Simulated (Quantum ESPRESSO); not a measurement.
BP:

```
P B
1.0
     0.00000    2.26900    2.26900
     2.26900    0.00000    2.26900
     2.26900    2.26900    0.00000
P B
1 1
Direct
  0.75000 0.75000 0.75000
  0.00000 0.00000 0.00000
```

Base run:

| Property | Result |
| --- | --- |
| Program | Quantum ESPRESSO 7.5 |
| Functional | WC |
| Potentials or basis | GBRV 1.5 PBE |
| Cutoff | 612 eV |
| Density cutoff | 4898 eV |
| k mesh | 8 × 8 × 8, shifted |
| Occupations | fermi-dirac, width 0.05 eV |
| Spin | no spin polarisation |

Its results: pressure -1.7 GPa; electronic dielectric tensor (diagonal) 9.31.

Problem. After a change of settings the same cell gave: pressure 6.9 GPa; electronic dielectric tensor (diagonal) 8.79. Which change was it?
A. functional from WC to BLYP
B. functional from WC to LDA; potentials or basis from GBRV 1.5 PBE to GBRV 1.5 LDA
C. functional from WC to PBEsol; potentials or basis from GBRV 1.5 PBE to GBRV 1.5 PBEsol
D. functional from WC to AM05

Solution. A.

BLYP binds less tightly than WC, so the same cell stands under more pressure.

Caveats: the potentials were made for another functional, which shifts forces and pressure; the cell is more than 3 GPa from zero pressure, which shifts response properties (some runs).

Runs at the PBE level aren't shown here.
